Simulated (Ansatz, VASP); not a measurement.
ZnSn2N2 in VASP and in Ansatz

```xyz
5
Lattice="3.3745 0.0000 0.0000 0.0000 3.3745 0.0000 0.0000 0.0000 8.1176" Properties=species:S:1:pos:R:3 pbc="T T T"
Sn    1.6873    1.6873    2.4826
Sn    1.6873    1.6873    5.6350
Zn    0.0000    0.0000    0.0000
N     0.0000    1.6873    6.9340
N     1.6873    0.0000    1.1836
```

Change from the starting cell: volume scaled by 1.02.

Alike in both runs: task single point; functional PBE; k mesh 8 × 8 × 4; occupations fermi-dirac, width 0.05 eV; no spin polarisation.

|  | VASP | Ansatz |
| --- | --- | --- |
| version | VASP 6.6.1 | Ansatz 0.2.0 |
| potentials or method | VASP PAW PBE potentials, release 64 (Sn_d, Zn, N) | Ansatz PAW |
| plane-wave cutoff (eV) | 520 | 420 |
| valence electrons in the cell | 50 | 50 |

```tsv
	VASP	Ansatz	Ansatz less VASP
gap on the k mesh at the Fermi level (eV)	none	none	-
pressure (GPa)	-1.9	-2.1	-0.17
largest component of the traceless stress (GPa)	0.35	0.36	+0.006
rms of the force components (eV/Å)	0.047	0.053	+0.0058
```

Atom by atom the forces differ by 0.010 eV/Å (rms over components). A gap of «none» marks a metal or a gap that the smearing closes.
